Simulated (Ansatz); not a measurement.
# Pb (P6_3/mmc): an equation of state far from equilibrium

Aim: energy and pressure of Pb (P6_3/mmc) over a wide range of volumes, and a fit. The run doesn't test whether this is the element's stable form.

Method: DFT PBE, scalar-relativistic, plane waves, PAW, in Ansatz 0.2.0.

### Step 1. The structure to begin with

It takes space group P6_3/mmc (No. 194, hexagonal). The conventional cell has a = 3.539 Å, b = 3.539 Å, c = 5.860 Å, α = 90.00°, β = 90.00°, γ = 120.00°. Pb (site symmetry -6m2) has 12 Pb at 3.54 to 3.57 Å as nearest neighbours.

As a file:

```
Pb
1.0
     3.53936    0.00000    0.00000
    -1.76968    3.06518    0.00000
     0.00000    0.00000    5.85993
Pb
2
Direct
  0.33333 0.66667 0.25000
  0.66667 0.33333 0.75000
```

This cell comes from an earlier session at PBE: 31.787 Å³/atom at 0.00 GPa, on a 14×14×8 mesh.

### Step 2. Volume × 0.96

Contents of input.yaml:

```yaml
crystal:
  lattice:
    - [3.4915287323, 0.0, 0.0]
    - [-1.7457643661, 3.0237525802, 0.0]
    - [0.0, 0.0, 5.780732377]
  atoms:
    - { symbol: Pb, position: [0.3333333333, 0.6666666667, 0.25] }
    - { symbol: Pb, position: [0.6666666667, 0.3333333333, 0.75] }
basis:
  ecutwfc: 420
  ecutrho_ratio: 4
kpoints:
  mp_grid: { grid: [14, 14, 8] }
hamiltonian:
  xc: pbe
scf:
  occupations: { method: gaussian, width: 0.05 }
output:
  forces: true
  stress: true
  eigenvalues: true
relax:
  f_tol: 0.01
  max_steps: 40
  cell: { stress_tol: 0.1, fix: [volume] }
```

Started as:

```
> ansatz run input.yaml --threads 1 --pin off --max-ram 2560MiB --backend cpu --events-out ev --progress --plain --runs-dir out
```

Further steps of the session: Volume × 1.04; Volume × 0.92; Volume × 0.88; Volume × 0.84; Volume × 0.8.

**Question.** What will these runs give? Wanted: range of pressure; V0; B0; B0′.

The runs gave:

| quantity | value |
| --- | --- |
| range of pressure | -1.4 to 15.3 GPa |
| V0 (fit) | 31.80 Å³/atom |
| B0 (fit) | 40 GPa |
| B0′ (fit) | 4.73 |

What this shows: A third-order Birch-Murnaghan fit follows the points with an rms miss of 0.26 meV/atom. The k mesh is not the same at all volumes. Shape and atoms relax at each volume. Other structures may be lower in enthalpy at these pressures. Spin–orbit coupling is left out, though the cell holds Pb; in elements this heavy it can shift levels and gaps by tenths of an eV.
